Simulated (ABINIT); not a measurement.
Input of an ABINIT 10.8.3 (patched build) run:

run.abi

```
# Datasets: one volume each
ndtset 7
getwfk -1
scalecart1 3*0.9795861087
scalecart2 3*0.9864848297
scalecart3 3*0.9932883884
scalecart4 3*1.0000000000
scalecart5 3*1.0066227096
scalecart6 3*1.0131594038
scalecart7 3*1.0196128224

# Pseudopotentials
pp_dirpath "./"
pseudos "S.GGA_PBE-JTH.xml, Na.GGA_PBE-JTH.xml"

# Structure
acell 3*1.0
rprim
     0.0000000000     6.1860184690     6.1860184690
     6.1860184690     0.0000000000     6.1860184690
     6.1860184690     6.1860184690     0.0000000000
ntypat 2
znucl 16 11
natom 3
typat 1 2 2
xred
     0.0000000000     0.0000000000     0.0000000000
     0.7500000000     0.7500000000     0.7500000000
     0.2500000000     0.2500000000     0.2500000000

# Plane-wave basis
ecut 40.0
pawecutdg 62.0

# k points
kptopt 1
ngkpt 7 7 7
nshiftk 1
shiftk 0.0 0.0 0.0

# Exchange and correlation
ixc 11

# Bands and occupations
nband 16
occopt 3
tsmear 0.05 eV

# SCF cycle
nstep 100
tolvrs 1.0e-9

# Output
iomode 3
prtwf 1
prtden 0
prteig 0
prtebands 0
enunit 1
```

Potentials or basis: JTH PAW PBE v2.0.

Command:

```console
$ abinit run.abi > log 2>&1
```

Question: What does it give for the equilibrium volume?

Answer: 23.79 Å³/atom.

Question: Estimate the bulk modulus.

Answer: 27 GPa.

Question: Predict the pressure derivative of the bulk modulus.

Answer: 4.8.

Energy against volume, from the lowest point:
| volume (Å³/atom) | energy (meV/atom) |
| --- | --- |
| 21.982 | 13.53 |
| 22.450 | 7.12 |
| 22.918 | 2.87 |
| 23.385 | 0.57 |
| 23.853 | 0.00 |
| 24.321 | 0.95 |
| 24.789 | 3.29 |

Caveat: pressures at fixed basis lie under the slope of the energies. PBE usually gives volumes a little too large and moduli too small.
